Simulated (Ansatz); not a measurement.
Write the native input for Ansatz 0.2.0 that does the following.

```yaml
Task: band structure
Functional: PBEsol
Potentials_or_basis: Ansatz PAW
Cutoff: "420 eV (not typed: the program's choice for these potentials)"
k_mesh: 7 × 7 × 5
Occupations: fermi-dirac, width 0.05 eV
Spin: no spin polarisation
Path: "[[\"G\", \"M\", \"K\", \"G\", \"A\", \"L\", \"H\", \"A\"], [\"L\", \"M\"], [\"K\", \"H\"]]"
Points_for_each_segment_of_the_path: 14
```

Crystal: TePt.

```
Pt Te
1.0
     4.26288    0.00000    0.00000
    -2.13144    3.69176    0.00000
     0.00000    0.00000    5.66177
Pt Te
2 2
Direct
  0.00000 0.00000 0.00000
  0.00000 0.00000 0.50000
  0.33333 0.66667 0.25000
  0.66667 0.33333 0.75000
```

Measurements of this composition are mostly on another form, of space group No. 166.

One way to write it, as run:

input.yaml

```yaml
crystal:
  lattice:
    - [4.2628798384, 0.0, 0.0]
    - [-2.1314399192, 3.6917622333, 0.0]
    - [0.0, 0.0, 5.661771]
  atoms:
    - { symbol: Pt, position: [0.0, 0.0, 0.0] }
    - { symbol: Pt, position: [0.0, 0.0, 0.5] }
    - { symbol: Te, position: [0.3333333333, 0.6666666667, 0.25] }
    - { symbol: Te, position: [0.6666666667, 0.3333333333, 0.75] }
hamiltonian:
  xc: pbesol
  pseudopotentials: { kind: paw }
kpoints:
  mp_grid: { grid: [7, 7, 5] }
  band_path:
    path:
      - [[0.0, 0.0, 0.0], [0.5, 0.0, 0.0], [0.3333333333, 0.3333333333, 0.0], [0.0, 0.0, 0.0], [0.0, 0.0, 0.5], [0.5, 0.0, 0.5], [0.3333333333, 0.3333333333, 0.5], [0.0, 0.0, 0.5]]
      - [[0.5, 0.0, 0.5], [0.5, 0.0, 0.0]]
      - [[0.3333333333, 0.3333333333, 0.0], [0.3333333333, 0.3333333333, 0.5]]
    npoints: 14
scf:
  occupations: { method: fermi_dirac, width: 0.05 }
  n_extra_bands: 10
output:
  forces: true
  stress: true
  eigenvalues: true
  fatbands: true
```

Potentials or basis: Ansatz PAW.

Run with:

```sh
$ ansatz run input.yaml --threads 2 --pin off --max-ram 5632MiB --backend cpu --events-out ev --progress --plain --runs-dir out
```

It gave:

| Quantity | Value |
| --- | --- |
| Pressure | -4.9 GPa |
| Band gap on the k mesh | none (metal or under the smearing width) |

Caveat: spin-orbit coupling is left out, which moves the levels of the heavy elements; the PAW data sets come from PBE, with cores solved anew for the run's functional, which leaves a small shift of forces and pressure.

It took 9.1 s on 2 threads of Intel(R) Xeon(R) Platinum 8375C CPU @ 2.90GHz (Ice Lake), on a shared host, peak memory 0.56 GiB.
